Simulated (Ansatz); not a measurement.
BeS in the rocksalt structure, relaxed with r2SCAN in Ansatz: the symmetry is Fm-3m (No. 225, cubic); a = 4.635 Å in the conventional setting, 12.44 Å³ an atom. Be has 6 S at 2.32 Å; S has 6 Be at 2.32 Å. The primitive cell holds 2 atoms in 24.89 Å³. No spin polarisation and no zero-point or thermal motion; the cell was built from a prototype and may be hypothetical.

Computed values: PBE gives a gap of 0.96 eV and PBE0 (25 % exact exchange) 2.43 eV; one over PBE's mean ε∞ is 0.111. HSE06 (6×6×6) gives a least gap of 1.73 eV and a least direct gap of 5.21 eV. r2SCAN's ε∞ is 8.05.

Question: What is the density?

Answer: The cell holds 1 Be, 1 S: M = 1×9.012 + 1×32.060 = 41.07 u in V = 24.89 Å³. ρ = 1.66054 × M/V = 1.66054 × 41.07/24.89 = 2.740 g/cm³, for the static r2SCAN lattice.

Question: Taking the gap as linear in the share of unscreened exchange, estimate the gap of the hybrid whose share is 1/ε∞.

Answer: The slope is (2.43 − 0.96)/0.25 = 5.88 eV per unit share, so E_g ≈ 0.96 + 5.88 × 0.111 = 1.61 eV. The run with that share gives 1.60 eV (6×6×6 mesh), -0.01 eV from the straight line.

Question: At what wavelength does absorption set in by HSE06, excitons left aside?

Answer: λ = 1239.84 eV nm/E: 717 nm for the least gap, where it needs phonons and is weak, and 238 nm for direct transitions.

Question: What refractive index and reflectivity at normal incidence follow, below the gap and above the phonons?

Answer: n = √8.05 = 2.837; R = ((n − 1)/(n + 1))² = (1.837/3.837)² = 22.9 % a face.

The meshes of the hybrids are coarse, so their gaps aren't converged to the digits shown.
